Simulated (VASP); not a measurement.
# SnS2 (Berndtite-2T) in VASP: single point with PBE+D3(BJ)

Aim: the single point of SnS2 (Berndtite-2T) with PBE+D3(BJ).

All numbers are computed with VASP 6.6.1; they aren't measurements. Logs are shortened: lines on timing, memory, paths and dates and some standing lists are left out, and cuts for length are marked.

## Step 1: The cell of the first run

The cell holds a slab with vacuum, 9 atoms: a = 3.669 Å, b = 3.669 Å, c = 29.576 Å, α = 90.00°, β = 90.00°, γ = 120.00°.

## Step 2: Single point, PBE+D3(BJ) ((0 0 1) slab, atoms relaxed)

Input file INCAR:

```
  PREC = Accurate
  ENCUT = 520
  EDIFF = 1E-6
  ISMEAR = 0
  SIGMA = 0.05
  LREAL = False
  LASPH = True
  NELM = 60
  ALGO = Fast
  ISIF = 2
  LWAVE = False
  LCHARG = True
  LDIPOL = True
  IDIPOL = 3
  DIPOL = 0.5 0.5 0.500
  GGA = PE
  IVDW = 12
  LELF = True
  LVHAR = True
  LVACPOTAV = True
  NBANDS = 49
```

Input file KPOINTS:

```
regular mesh
0
Gamma
  9 9 1
```

Input file POSCAR:

```
SnS2
1.0
    3.6686266302      0.0000000000      0.0000000000
   -1.8343133151      3.1771238587      0.0000000000
    0.0000000000      0.0000000000     29.5760095722
S Sn
6 3
Direct
    0.6666666667      0.3333333333      0.2534184281
    0.3333333333      0.6666666667      0.3535517865
    0.6666666667      0.3333333333      0.4500043631
    0.3333333333      0.6666666667      0.5499959220
    0.6666666667      0.3333333333      0.6464482239
    0.3333333333      0.6666666667      0.7465815840
    0.0000000000      0.0000000000      0.3035256071
    0.0000000000      0.0000000000      0.4999999424
    0.0000000000      0.0000000000      0.6964741430
```

Potentials or basis: VASP PAW PBE potentials, release 64 (S, Sn_d).

Run with:

```console
$ cat potpaw_PBE.64/S/POTCAR potpaw_PBE.64/Sn_d/POTCAR > POTCAR
$ mpirun -np 1 vasp_std > vasp.out
```

OUTCAR:

```text
PREC = Accurate
   ENCUT = 520
   EDIFF = 1E-6
   ISMEAR = 0
   LREAL = False
   LASPH = True
   NELM = 60
   ISIF = 2
   GGA = PE
   IVDW = 12
 IVDW          = 12

 ion  position               nearest neighbor table
   1  0.667  0.333  0.253-   7 2.59   7 2.59   7 2.59
   2  0.333  0.667  0.354-   7 2.58   7 2.58   7 2.58
   3  0.667  0.333  0.450-   8 2.58   8 2.58   8 2.58
   4  0.333  0.667  0.550-   8 2.58   8 2.58   8 2.58
   5  0.667  0.333  0.646-   9 2.58   9 2.58   9 2.58
   6  0.333  0.667  0.747-   9 2.59   9 2.59   9 2.59
   7  0.000  0.000  0.304-   2 2.58   2 2.58   2 2.58   1 2.59   1 2.59   1 2.59
   8  0.000  0.000  0.500-   3 2.58   3 2.58   3 2.58   4 2.58   4 2.58   4 2.58
   9  0.000  0.000  0.696-   5 2.58   5 2.58   5 2.58   6 2.59   6 2.59   6 2.59

  LATTYP: Found a hexagonal cell.
 ALAT       =     3.6686266302
 C/A-ratio  =     8.0618750703

  Lattice vectors:

 A1 = (   3.6686266302,   0.0000000000,   0.0000000000)
 A2 = (  -1.8343133151,   3.1771238587,   0.0000000000)
 A3 = (   0.0000000000,   0.0000000000,  29.5760095722)

Analysis of symmetry for initial positions (statically):
=====================================================================
 Subroutine PRICEL returns:
 Original cell was already a primitive cell.

 Routine SETGRP: Setting up the symmetry group for a
 hexagonal supercell.

 Subroutine GETGRP returns: Found 12 space group operations
 (whereof 12 operations were pure point group operations)
 out of a pool of 24 trial point group operations.

The static configuration has the point symmetry D_3d.

Analysis of symmetry for dynamics (positions and initial velocities):
=====================================================================
 Subroutine PRICEL returns:
 Original cell was already a primitive cell.

 Routine SETGRP: Setting up the symmetry group for a
 hexagonal supercell.

 Subroutine GETGRP returns: Found 12 space group operations
 (whereof 12 operations were pure point group operations)
 out of a pool of 24 trial point group operations.

The dynamic configuration has the point symmetry D_3d.

 Subroutine INISYM returns: Found 12 space group operations
 (whereof 12 operations are pure point group operations),
 and found     1 'primitive' translations

----------------------------------------------------------------------------------------

                                     Primitive cell

  volume of cell :     344.7285

  direct lattice vectors                    reciprocal lattice vectors
     3.668626630  0.000000000  0.000000000     0.272581568  0.157375042  0.000000000
    -1.834313315  3.177123859  0.000000000     0.000000000  0.314750084  0.000000000
     0.000000000  0.000000000 29.576009572     0.000000000  0.000000000  0.033811187

  length of vectors
     3.668626630  3.668626630 29.576009572     0.314750084  0.314750084  0.033811187

  position of ions in fractional coordinates (direct lattice)
     0.666666667  0.333333333  0.253418428
     0.333333333  0.666666667  0.353551786
     0.666666667  0.333333333  0.450004363
     0.333333333  0.666666667  0.549995922
     0.666666667  0.333333333  0.646448224
     0.333333333  0.666666667  0.746581584
     0.000000000  0.000000000  0.303525607
     0.000000000  0.000000000  0.499999942
     0.000000000  0.000000000  0.696474143

  ion indices of the primitive-cell ions
   primitive index   ion index
                 1           1
                 2           2
                 3           3
                 4           4
                 5           5
                 6           6
                 7           7
                 8           8
                 9           9

----------------------------------------------------------------------------------------

 KPOINTS: regular mesh

Automatic generation of k-mesh.
 Grid dimensions read from file:
 generate k-points for:    9    9    1

 Generating k-lattice:

  Cartesian coordinates                     Fractional coordinates (reciprocal lattice)
     0.030286841  0.017486116  0.000000000     0.111111111 -0.000000000  0.000000000
     0.000000000  0.034972232  0.000000000     0.000000000  0.111111111  0.000000000
     0.000000000  0.000000000  0.033811187     0.000000000  0.000000000  1.000000000

  Length of vectors
     0.034972232  0.034972232  0.033811187

  Shift w.r.t. Gamma in fractional coordinates (k-lattice)
     0.000000000  0.000000000  0.000000000

 Subroutine IBZKPT returns following result:
 ===========================================

 Found     12 irreducible k-points:

 Following reciprocal coordinates:
            Coordinates               Weight
  0.000000  0.000000  0.000000      1.000000
  0.111111  0.000000  0.000000      6.000000
  0.222222  0.000000  0.000000      6.000000
  0.333333 -0.000000  0.000000      6.000000
  0.444444  0.000000  0.000000      6.000000
  0.111111  0.111111  0.000000      6.000000
  0.222222  0.111111  0.000000     12.000000
  0.333333  0.111111  0.000000     12.000000
  0.444444  0.111111  0.000000      6.000000
  0.222222  0.222222  0.000000      6.000000
  0.333333  0.222222  0.000000     12.000000
  0.333333  0.333333  0.000000      2.000000
   k-points           NKPTS =     12   k-points in BZ     NKDIM =     12   number of bands    NBANDS=     49
   number of dos      NEDOS =    301   number of ions     NIONS =      9
   total plane-waves  NPLWV = 175616
   dimension x,y,z NGX =    28 NGY =   28 NGZ =  224
   dimension x,y,z NGXF=    56 NGYF=   56 NGZF=  448
   ions per type =               6   3
   NGX,Y,Z   is equivalent  to a cutoff of  12.69, 12.69, 12.59 a.u.
   NGXF,Y,Z  is equivalent  to a cutoff of  25.38, 25.38, 25.18 a.u.
 SYSTEM =  unknown system
   PREC   = accura    normal or accurate (medium, high low for compatibility)
   ISTART =      0    job   : 0-new  1-cont  2-samecut
   ICHARG =      2    charge: 1-file 2-atom 10-const
   ISPIN  =      1    spin polarized calculation?
   LNONCOLLINEAR =      F non collinear calculations
   LSORBIT =      F    spin-orbit coupling
   LASPH  =      T    aspherical Exc in radial PAW
   ENCUT  =  520.0 eV  38.22 Ry    6.18 a.u.   6.82  6.82 54.99*2*pi/ulx,y,z
   NELM   =     60;   NELMIN=  2; NELMDL= -5     # of ELM steps
   EDIFF  = 0.1E-05   stopping-criterion for ELM
   LREAL  =      F    real-space projection
   EDIFFG = 0.1E-04   stopping-criterion for IOM
   NSW    =      0    number of steps for IOM
   IBRION =     -1    ionic relax: 0-MD 1-quasi-New 2-CG
   NFREE  =      0    steps in history (QN), initial steepest desc. (CG)
   ISIF   =      2    stress and relaxation
   ISYM   =      2    0-nonsym 1-usesym 2-fastsym
   POTIM  = 0.5000    time-step for ionic-motion
   TEBEG  =    0.0;   TEEND  =   0.0 temperature during run
   PSTRESS=    0.0 pullay stress
   NELECT =      78.0000    total number of electrons
   NUPDOWN=      -1.0000    fix difference up-down
   EMIN   =  10.00;   EMAX   =-10.00  energy-range for DOS
   EFERMI =   0.00;   METHOD = LEGACY
   ISMEAR =     0;   SIGMA  =   0.05  broadening in eV -4-tet -1-fermi 0-gaus
   EFERMI_NEDOS =   21; number of points for ismear=-14 and -15
   IALGO  =     68    algorithm
   IMIX   =      4    mixing-type and parameters
     AMIX     =   0.40;   BMIX     =  1.00
     AMIX_MAG =   1.60;   BMIX_MAG =  1.00
  volume/ion in A,a.u.               =      38.30       258.48
  Fermi-wavevector in a.u.,A,eV,Ry     =   0.997579  1.885151 13.540026  0.995164
  Thomas-Fermi vector in A             =   2.129745
   LORBIT       =      0    0 simple, 1 ext, 2 COOP (PROOUT), +10 PAW based schemes
   GGA     = PE    functional components
   LHFCALC =     F    Hartree Fock is set to
   AEXX    =    0.0000 exact exchange contribution
   IVDW    =    12    specifies the selected vdW correction
   LEPSILON=     F    determine dielectric tensor
   LRPA    =     F    only Hartree local field effects (RPA)
 non-spin polarized calculation
 RMM-DIIS sequential band-by-band and
 Gauss-broadening in eV      SIGMA  =   0.05
  energy-cutoff  :      520.00
  volume of cell :      344.73
 maximum number of plane-waves:      9318
 NGX is ok and might be reduce to    28
   NGX = 13   NGY = 13   NGZ =109

 dipolmoment           0.000000      0.000000      0.000000 electrons x Angstroem

 number of electron      78.0000030 magnetization

 dipolmoment           0.000000      0.000000     -0.000004 electrons x Angstroem

 Free energy of the ion-electron system (eV)
  ---------------------------------------------------
  ext. energy  EPLUGINS =         0.00000000
  ---------------------------------------------------
  free energy    TOTEN  =       -39.51645174 eV

  energy without entropy =      -39.51645174  energy(sigma->0) =      -39.51645174

 E-fermi :   0.2841     XC(G=0):  -6.0525

 val. band max:        0.0147398030   @ k =   0.1111   0.1111   0.0000
 cond. band min:       1.4913656881   @ k =   0.4444   0.0000   0.0000
 fundamental gap:      1.4766258852
 Fermi energy:         0.2840658438

 k-point     1 :       0.0000    0.0000    0.0000
  band No.  band energies     occupation
      1     -20.8575      2.00000
      2     -20.8575      2.00000
      3     -20.8515      2.00000
      4     -20.8515      2.00000
      5     -20.8511      2.00000
      6     -20.8511      2.00000
[... 41 lines left out ...]
     48       5.3623      0.00000
     49       5.4238      0.00000

 k-point     2 :       0.1111    0.0000    0.0000
  band No.  band energies     occupation
      1     -20.8646      2.00000
      2     -20.8585      2.00000
      3     -20.8581      2.00000
      4     -20.8506      2.00000
      5     -20.8445      2.00000
      6     -20.8441      2.00000
[... 41 lines left out ...]
     48       5.5237      0.00000
     49       5.6307      0.00000

 k-point     3 :       0.2222    0.0000    0.0000
  band No.  band energies     occupation
      1     -20.8856      2.00000
      2     -20.8792      2.00000
      3     -20.8788      2.00000
      4     -20.8364      2.00000
      5     -20.8300      2.00000
      6     -20.8297      2.00000
[... 41 lines left out ...]
     48       6.1209      0.00000
     49       6.2554      0.00000

 k-point     4 :       0.3333   -0.0000    0.0000
  band No.  band energies     occupation
      1     -20.9117      2.00000
      2     -20.9049      2.00000
      3     -20.9046      2.00000
      4     -20.8282      2.00000
      5     -20.8216      2.00000
      6     -20.8213      2.00000
[... 353 lines left out ...]
     48       6.6043      0.00000
     49       6.8995      0.00000

 k-point    11 :       0.3333    0.2222    0.0000
  band No.  band energies     occupation
      1     -20.9026      2.00000
      2     -20.8957      2.00000
      3     -20.8953      2.00000
      4     -20.8534      2.00000
      5     -20.8467      2.00000
      6     -20.8463      2.00000
[... 41 lines left out ...]
     48       6.5567      0.00000
     49       7.0020      0.00000

 k-point    12 :       0.3333    0.3333    0.0000
  band No.  band energies     occupation
      1     -20.8789      2.00000
      2     -20.8789      2.00000
      3     -20.8724      2.00000
      4     -20.8720      2.00000
      5     -20.8718      2.00000
      6     -20.8714      2.00000
[... 41 lines left out ...]
     48       6.7282      0.00000
     49       7.2253      0.00000

------------------------ aborting loop because EDIFF is reached ----------------------------------------

 Edisp (eV)   -2.65083

 E8    (eV) :    -1.1079

  FORCE on cell =-STRESS in cart. coord.  units (eV):
  Direction    XX          YY          ZZ          XY          YZ          ZX
  --------------------------------------------------------------------------------------
  -------------------------------------------------------------------------------------
  Total      -0.21308    -0.21308    -0.13262     0.00000     0.00000     0.00000
  in kB      -0.99032    -0.99032    -0.61636     0.00000     0.00000     0.00000
  external pressure =       -0.87 kB  Pullay stress =        0.00 kB

 VOLUME and BASIS-vectors are now :
 -----------------------------------------------------------------------------
  energy-cutoff  :      520.00
  volume of cell :      344.73
      direct lattice vectors                 reciprocal lattice vectors
     3.668626630  0.000000000  0.000000000     0.272581568  0.157375042  0.000000000
    -1.834313315  3.177123859  0.000000000     0.000000000  0.314750084  0.000000000
     0.000000000  0.000000000 29.576009572     0.000000000  0.000000000  0.033811187

 POSITION                                       TOTAL-FORCE (eV/Angst)
 -----------------------------------------------------------------------------------
      1.83431      1.05904      7.49511        -0.000000     -0.000000      0.004859
     -0.00000      2.11808     10.45665        -0.000000     -0.000000     -0.006788
      1.83431      1.05904     13.30933        -0.000000      0.000000      0.006533
     -0.00000      2.11808     16.26668         0.000000     -0.000000     -0.006533
      1.83431      1.05904     19.11936         0.000000      0.000000      0.006788
     -0.00000      2.11808     22.08090         0.000000      0.000000     -0.004859
      0.00000      0.00000      8.97708        -0.000000     -0.000000     -0.000126
      0.00000      0.00000     14.78800        -0.000000     -0.000000      0.000000
      0.00000      0.00000     20.59893        -0.000000      0.000000      0.000126
 -----------------------------------------------------------------------------------
    total drift:                                0.000000      0.000000      0.000687

  FREE ENERGIE OF THE ION-ELECTRON SYSTEM (eV)
  ---------------------------------------------------
  free  energy   TOTEN  =       -42.1672782275 eV

  energy  without entropy=      -42.1672782275  energy(sigma->0) =      -42.16727823

 vacuum level on the upper side and lower side of the slab         6.674         6.674
```

Wall time 4.6 min (1 thread of Intel Xeon Platinum 8559C (Emerald Rapids), shared host); peak memory 0.51 GiB.

Results:

```
Free energy                            : -42.1673 eV
Largest force                          : 0.007 eV/Å
Band gap on the k mesh                 : 1.48 eV, indirect (least direct gap 1.72 eV)
Dispersion energy per atom             : -0.295 eV
Ionisation potential of the upper face : 6.66 eV
```

Forces in eV/Å, atoms in the order of the input:
```
S    0.000  0.000  0.005
S    0.000  0.000 -0.007
S    0.000  0.000  0.007
S    0.000  0.000 -0.007
S    0.000  0.000  0.007
S    0.000  0.000 -0.005
Sn   0.000  0.000  0.000
Sn   0.000  0.000  0.000
Sn   0.000  0.000  0.000
```

Levels at points of the mesh, in eV from the valence-band top:
```tsv
k point	band 36	band 37	band 38	band 39	band 40	band 41	band 42	band 43
(0.00, 0.00, 0.00)	-0.21	-0.21	-0.17	-0.17	2.05	2.50	2.94	3.71
```

Caveat: spin-orbit coupling is left out, which moves the levels of the heavy elements.
